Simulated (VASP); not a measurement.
# Cu in VASP: notebook

Runs on Cu. Level: PBE. Tasks: single point.

All numbers are computed with VASP 6.6.1; they aren't measurements. Logs are shortened: lines on timing, memory, paths and dates and some standing lists are left out, and cuts for length are marked.

## 1. The cell of the first run

The cell holds a slab with vacuum, 11 atoms: a = 2.567 Å, b = 3.630 Å, c = 27.833 Å, α = 90.00°, β = 90.00°, γ = 90.00°.

The slab is cut from a database's or a generator's crystal, which needn't be the stable form of the element.

## 2. Single point, PBE ((1 1 0) slab, atoms relaxed)

File INCAR:

```
SYSTEM = Cu
PREC = Accurate
ENCUT = 520
EDIFF = 1E-6
ISMEAR = 0
SIGMA = 0.1
LREAL = .FALSE.
LASPH = .TRUE.
NELM = 100
ALGO = Fast
ISIF = 2
LWAVE = .FALSE.
LCHARG = .FALSE.
LDIPOL = .TRUE.
IDIPOL = 3
DIPOL = 0.5 0.5 0.500
GGA = PE
NBANDS = 72
```

File KPOINTS:

```
Automatic mesh
0
G
  13 10 1
  0 0 0
```

File POSCAR:

```
Cu
1.0
    2.5666196061      0.0000000000      0.0000000000
    0.0000000000      3.6297482564      0.0000000000
    0.0000000000      0.0000000000     27.8330980303
Cu
11
Direct
    0.5000000000      0.5000000000      0.2730072767
    0.0000000000      0.0000000000      0.3143992670
    0.5000000000      0.5000000000      0.3622172532
    0.0000000000      0.0000000000      0.4077281351
    0.5000000000      0.5000000000      0.4539241686
    0.0000000000      0.0000000000      0.4999999999
    0.5000000000      0.5000000000      0.5460758315
    0.0000000000      0.0000000000      0.5922718648
    0.5000000000      0.5000000000      0.6377827469
    0.0000000000      0.0000000000      0.6856007330
    0.5000000000      0.5000000000      0.7269927232
```

Potentials or basis: VASP PAW PBE potentials, release 64 (Cu).

Command:

```sh
$ cat potpaw_PBE.64/Cu/POTCAR > POTCAR
$ mpirun -np 1 vasp_std > vasp.out
```

OUTCAR:

```text
SYSTEM = Cu
   PREC = Accurate
   ENCUT = 520
   EDIFF = 1E-6
   ISMEAR = 0
   LREAL = .FALSE.
   LASPH = .TRUE.
   NELM = 100
   ISIF = 2
   GGA = PE

 ion  position               nearest neighbor table
   1  0.500  0.500  0.273-   3 2.48   2 2.50   2 2.50   2 2.50   2 2.50
   2  0.000  0.000  0.314-   1 2.50   1 2.50   1 2.50   1 2.50   3 2.59   3 2.59   3 2.59   3 2.59
                             4 2.60
   3  0.500  0.500  0.362-   1 2.48   5 2.55   4 2.56   4 2.56   4 2.56   4 2.56   2 2.59   2 2.59
                             2 2.59   2 2.59
   4  0.000  0.000  0.408-   3 2.56   3 2.56   3 2.56   3 2.56   5 2.57   5 2.57   5 2.57   5 2.57
                             6 2.57   2 2.60
   5  0.500  0.500  0.454-   3 2.55   7 2.56   6 2.57   6 2.57   6 2.57   6 2.57   4 2.57   4 2.57
                             4 2.57   4 2.57
   6  0.000  0.000  0.500-   5 2.57   5 2.57   5 2.57   5 2.57   7 2.57   7 2.57   7 2.57   7 2.57
                             4 2.57   8 2.57
   7  0.500  0.500  0.546-   9 2.55   5 2.56   6 2.57   6 2.57   6 2.57   6 2.57   8 2.57   8 2.57
                             8 2.57   8 2.57
   8  0.000  0.000  0.592-   9 2.56   9 2.56   9 2.56   9 2.56   7 2.57   7 2.57   7 2.57   7 2.57
                             6 2.57  10 2.60
   9  0.500  0.500  0.638-  11 2.48   7 2.55   8 2.56   8 2.56   8 2.56   8 2.56  10 2.59  10 2.59
                            10 2.59  10 2.59
  10  0.000  0.000  0.686-  11 2.50  11 2.50  11 2.50  11 2.50   9 2.59   9 2.59   9 2.59   9 2.59
                             8 2.60
  11  0.500  0.500  0.727-   9 2.48  10 2.50  10 2.50  10 2.50  10 2.50

  LATTYP: Found a simple orthorhombic cell.
 ALAT       =     2.5666196061
 B/A-ratio  =     1.4142135624
 C/A-ratio  =    10.8442630003

  Lattice vectors:

 A1 = (   2.5666196061,   0.0000000000,   0.0000000000)
 A2 = (   0.0000000000,   3.6297482564,   0.0000000000)
 A3 = (   0.0000000000,   0.0000000000,  27.8330980303)

Analysis of symmetry for initial positions (statically):
=====================================================================
 Subroutine PRICEL returns:
 Original cell was already a primitive cell.

 Routine SETGRP: Setting up the symmetry group for a
 simple orthorhombic supercell.

 Subroutine GETGRP returns: Found  8 space group operations
 (whereof  8 operations were pure point group operations)
 out of a pool of  8 trial point group operations.

The static configuration has the point symmetry D_2h.

Analysis of symmetry for dynamics (positions and initial velocities):
=====================================================================
 Subroutine PRICEL returns:
 Original cell was already a primitive cell.

 Routine SETGRP: Setting up the symmetry group for a
[... 148 lines left out ...]
   LORBIT       =      0    0 simple, 1 ext, 2 COOP (PROOUT), +10 PAW based schemes
   GGA     = PE    functional components
   LHFCALC =     F    Hartree Fock is set to
   AEXX    =    0.0000 exact exchange contribution
   IVDW    =     0    specifies the selected vdW correction
   LEPSILON=     F    determine dielectric tensor
   LRPA    =     F    only Hartree local field effects (RPA)
 non-spin polarized calculation
 RMM-DIIS sequential band-by-band and
 Gauss-broadening in eV      SIGMA  =   0.10
  energy-cutoff  :      520.00
  volume of cell :      259.30
 maximum number of plane-waves:      7043
 NGX is ok and might be reduce to    20
   NGX =  9   NGY = 13   NGZ =103

 dipolmoment           0.000000      0.000000     -0.000000 electrons x Angstroem

 number of electron     120.9999888 magnetization

 dipolmoment           0.000000      0.000000      0.000000 electrons x Angstroem

 Free energy of the ion-electron system (eV)
  ---------------------------------------------------
  ext. energy  EPLUGINS =         0.00000000
  ---------------------------------------------------
  free energy    TOTEN  =       -39.24587510 eV

  energy without entropy =      -39.22947850  energy(sigma->0) =      -39.23767680

 E-fermi :   1.6869     XC(G=0):  -7.1007

 val. band max:        1.6736871388   @ k =   0.0769   0.5000   0.0000
 cond. band min:       1.6964086698   @ k =   0.0000   0.4000   0.0000
 fundamental gap:      0.0227215310
 Fermi energy:         1.6869205234

 k-point     1 :       0.0000    0.0000    0.0000
  band No.  band energies     occupation
      1      -7.4471      2.00000
      2      -6.9139      2.00000
      3      -6.0886      2.00000
      4      -5.0359      2.00000
      5      -3.8693      2.00000
      6      -3.0890      2.00000
[... 1789 lines left out ...]
     71       7.4889      0.00000
     72       7.5504      0.00000

 [... further k-points ...]

------------------------ aborting loop because EDIFF is reached ----------------------------------------

 vacuum level on the upper side and lower side of the slab       (xc-potential included)        -0.142        -0.142

  FORCE on cell =-STRESS in cart. coord.  units (eV):
  Direction    XX          YY          ZZ          XY          YZ          ZX
  --------------------------------------------------------------------------------------
  -------------------------------------------------------------------------------------
  Total       -1.0175208     -0.7680191      0.3674789     -0.0000000      0.0000000      0.0000000
  in kB       -6.2871569     -4.7455118      2.2706145     -0.0000000      0.0000000      0.0000000
  external PRESSURE =      -2.9206847 kB  Pullay stress =       0.0000000 kB

 VOLUME and BASIS-vectors are now :
 -----------------------------------------------------------------------------
  energy-cutoff  :      520.00
  volume of cell :      259.30
      direct lattice vectors                 reciprocal lattice vectors
     2.566619606  0.000000000  0.000000000     0.389617533  0.000000000  0.000000000
     0.000000000  3.629748256  0.000000000     0.000000000  0.275501200  0.000000000
     0.000000000  0.000000000 27.833098030     0.000000000  0.000000000  0.035928447

 POSITION                                       TOTAL-FORCE (eV/Angst)
 -----------------------------------------------------------------------------------
      1.28331      1.81487      7.59864         0.000000      0.000000     -0.030520
      0.00000      0.00000      8.75071         0.000000      0.000000     -0.001767
      1.28331      1.81487     10.08163        -0.000000      0.000000     -0.005148
      0.00000      0.00000     11.34834         0.000000      0.000000     -0.003235
      1.28331      1.81487     12.63412         0.000000     -0.000000      0.000226
      0.00000      0.00000     13.91655         0.000000      0.000000     -0.000000
      1.28331      1.81487     15.19898         0.000000      0.000000     -0.000226
      0.00000      0.00000     16.48476         0.000000      0.000000      0.003235
      1.28331      1.81487     17.75147         0.000000      0.000000      0.005148
      0.00000      0.00000     19.08239        -0.000000      0.000000      0.001767
      1.28331      1.81487     20.23446         0.000000      0.000000      0.030520
 -----------------------------------------------------------------------------------
    total drift:                               -0.000000      0.000000      0.000002

  FREE ENERGIE OF THE ION-ELECTRON SYSTEM (eV)
  ---------------------------------------------------
  free  energy   TOTEN  =       -39.2458750956 eV

  energy  without entropy=      -39.2294785043  energy(sigma->0) =      -39.23767680

 vacuum level on the upper side and lower side of the slab         5.887         5.887
```

OSZICAR:

```text
N       E                     dE             d eps       ncg     rms          rms(c)
DAV:   1     0.115975342744E+04    0.11598E+04   -0.52892E+04  6048   0.241E+03
DAV:   2     0.117762379594E+03   -0.10420E+04   -0.10152E+04  6048   0.491E+02
DAV:   3    -0.411337022590E+02   -0.15890E+03   -0.14839E+03  6184   0.236E+02
[... 19 lines left out ...]
RMM:  23    -0.392458472625E+02   -0.32013E-05   -0.16501E-06  4156   0.736E-03    0.174E-03
RMM:  24    -0.392458649415E+02   -0.17679E-04   -0.13627E-06  4060   0.907E-03    0.128E-03
RMM:  25    -0.392458730529E+02   -0.81113E-05   -0.46194E-07  3970   0.329E-03    0.525E-04
RMM:  26    -0.392458744839E+02   -0.14310E-05   -0.13816E-07  3750   0.209E-03    0.598E-04
RMM:  27    -0.392458750956E+02   -0.61166E-06   -0.79236E-08  3678   0.236E-03
   1 F= -.39245875E+02 E0= -.39237677E+02  d E =-.163966E-01
```

stdout:

```text
POSCAR found type information on POSCAR Cu
 POSCAR found :  1 types and      11 ions
 scaLAPACK will be used
 LDA part: xc-table for (Slater+PW92), standard interpolation
 POSCAR, INCAR and KPOINTS ok, starting setup
 FFT: planning ... GRIDC
 FFT: planning ... GRID_SOFT
 FFT: planning ... GRID
 WAVECAR not read
 entering main loop
```

It took 12 min on 1 thread of Intel Xeon 6975P-C (Granite Rapids), shared host; peak memory 0.67 GiB.

Results:

```yaml
Free_energy: -39.2459 eV
Largest_force: 0.031 eV/Å
Band_gap_on_the_k_mesh: none (metal or under the smearing width)
```

Forces on the atoms (eV/Å):
```
Cu   0.000  0.000 -0.031
Cu   0.000  0.000 -0.002
Cu   0.000  0.000 -0.005
Cu   0.000  0.000 -0.003
Cu   0.000  0.000  0.000
Cu   0.000  0.000  0.000
Cu   0.000  0.000  0.000
Cu   0.000  0.000  0.003
Cu   0.000  0.000  0.005
Cu   0.000  0.000  0.002
Cu   0.000  0.000  0.031
```

## 3. Single point, PBE ((1 1 1) slab cut from the bulk)

File INCAR:

```
ALGO = Fast
DIPOL = 0.5 0.5 0.500
EDIFF = 1E-7
ENCUT = 520
GGA = PE
IDIPOL = 3
ISIF = 2
ISMEAR = 0
LASPH = T
LCHARG = F
LDIPOL = T
LREAL = F
LWAVE = F
NBANDS = 48
NELM = 100
PREC = Accurate
SIGMA = 0.1
```

File KPOINTS:

```
k-points
0
Gamma
  15 15 1
```

File POSCAR:

```
Cu
1.0
    2.5666196055      0.0000000000      0.0000000000
   -1.2833098028      2.2227577802      0.0000000000
    0.0000000000      0.0000000000     27.5738167946
Cu
7
Direct
    0.6666666667      0.3333333333      0.2719971651
    0.3333333333      0.6666666667      0.3479981101
    0.0000000000      0.0000000000      0.4239990550
    0.6666666667      0.3333333333      0.5000000000
    0.3333333333      0.6666666667      0.5760009450
    0.0000000000      0.0000000000      0.6520018899
    0.6666666667      0.3333333333      0.7280028349
```

Potentials or basis: VASP PAW PBE potentials, release 64 (Cu).

Command:

```sh
$ cat potpaw_PBE.64/Cu/POTCAR > POTCAR
$ mpirun -np 1 vasp_std > vasp.out
```

OUTCAR:

```text
EDIFF = 1E-7
   ENCUT = 520
   GGA = PE
   ISIF = 2
   ISMEAR = 0
   LASPH = T
   LREAL = F
   NELM = 100
   PREC = Accurate

 ion  position               nearest neighbor table
   1  0.667  0.333  0.272-   2 2.57   2 2.57   2 2.57
   2  0.333  0.667  0.348-   3 2.57   3 2.57   3 2.57   1 2.57   1 2.57   1 2.57
   3  0.000  0.000  0.424-   2 2.57   2 2.57   2 2.57   4 2.57   4 2.57   4 2.57
   4  0.667  0.333  0.500-   5 2.57   5 2.57   3 2.57   3 2.57   3 2.57   5 2.57
   5  0.333  0.667  0.576-   6 2.57   6 2.57   6 2.57   4 2.57   4 2.57   4 2.57
   6  0.000  0.000  0.652-   5 2.57   5 2.57   5 2.57   7 2.57   7 2.57   7 2.57
[... 1445 lines left out ...]
  in kB      -12.4550963    -12.4550963      0.0384416      0.0000000      0.0000000     -0.0000000
  external PRESSURE =      -8.2905836 kB  Pullay stress =       0.0000000 kB

 VOLUME and BASIS-vectors are now :
 -----------------------------------------------------------------------------
  energy-cutoff  :      520.00
  volume of cell :      157.31
      direct lattice vectors                 reciprocal lattice vectors
     2.566619606  0.000000000  0.000000000     0.389617533  0.224945788  0.000000000
    -1.283309803  2.222757780  0.000000000     0.000000000  0.449891576  0.000000000
     0.000000000  0.000000000 27.573816795     0.000000000  0.000000000  0.036266289

 POSITION                                       TOTAL-FORCE (eV/Angst)
 -----------------------------------------------------------------------------------
      1.28331      0.74092      7.50000        -0.000000      0.000000      0.045470
     -0.00000      1.48184      9.59564        -0.000000      0.000000     -0.063205
      0.00000      0.00000     11.69127        -0.000000      0.000000     -0.024620
      1.28331      0.74092     13.78691        -0.000000      0.000000      0.000000
     -0.00000      1.48184     15.88254         0.000000     -0.000000      0.024620
      0.00000      0.00000     17.97818         0.000000      0.000000      0.063205
      1.28331      0.74092     20.07382         0.000000     -0.000000     -0.045470
 -----------------------------------------------------------------------------------
    total drift:                               -0.000002      0.000001     -0.000151

  FREE ENERGIE OF THE ION-ELECTRON SYSTEM (eV)
  ---------------------------------------------------
  free  energy   TOTEN  =       -25.1980058261 eV

  energy  without entropy=      -25.1894394098  energy(sigma->0) =      -25.19372262

 vacuum level on the upper side and lower side of the slab         6.502         6.502
```

OSZICAR:

```text
N       E                     dE             d eps       ncg     rms          rms(c)
DAV:   1     0.694624567212E+03    0.69462E+03   -0.33862E+04  2592   0.233E+03
DAV:   2     0.554047322411E+02   -0.63922E+03   -0.61916E+03  2592   0.446E+02
DAV:   3    -0.282215624185E+02   -0.83626E+02   -0.77628E+02  2696   0.212E+02
[... 19 lines left out ...]
RMM:  23    -0.251980050414E+02   -0.31809E-05   -0.43264E-07  2134   0.513E-03    0.361E-04
RMM:  24    -0.251980054945E+02   -0.45309E-06   -0.12204E-07  1765   0.305E-03    0.256E-04
RMM:  25    -0.251980056865E+02   -0.19198E-06   -0.48990E-08  1692   0.234E-03    0.237E-04
RMM:  26    -0.251980058055E+02   -0.11899E-06   -0.27159E-08  1677   0.171E-03    0.210E-04
RMM:  27    -0.251980058261E+02   -0.20620E-07   -0.11690E-08  1603   0.114E-03
   1 F= -.25198006E+02 E0= -.25193723E+02  d E =-.856642E-02
```

stdout:

```text
POSCAR found type information on POSCAR Cu
 POSCAR found :  1 types and       7 ions
 scaLAPACK will be used
 LDA part: xc-table for (Slater+PW92), standard interpolation
 POSCAR, INCAR and KPOINTS ok, starting setup
 FFT: planning ... GRIDC
 FFT: planning ... GRID_SOFT
 FFT: planning ... GRID
 WAVECAR not read
 entering main loop
```

Run time: 4.1 min. Hardware: 1 thread of AMD EPYC 9R45 (Zen 5), shared host; peak memory 0.32 GiB.

Results:

```yaml
Free_energy: -25.1980 eV
Largest_force: 0.063 eV/Å
Band_gap_on_the_k_mesh: none (metal or under the smearing width)
```

Forces on the atoms (eV/Å):
```
Cu   0.000  0.000  0.045
Cu   0.000  0.000 -0.063
Cu   0.000  0.000 -0.025
Cu   0.000  0.000  0.000
Cu   0.000  0.000  0.025
Cu   0.000  0.000  0.063
Cu   0.000  0.000 -0.045
```
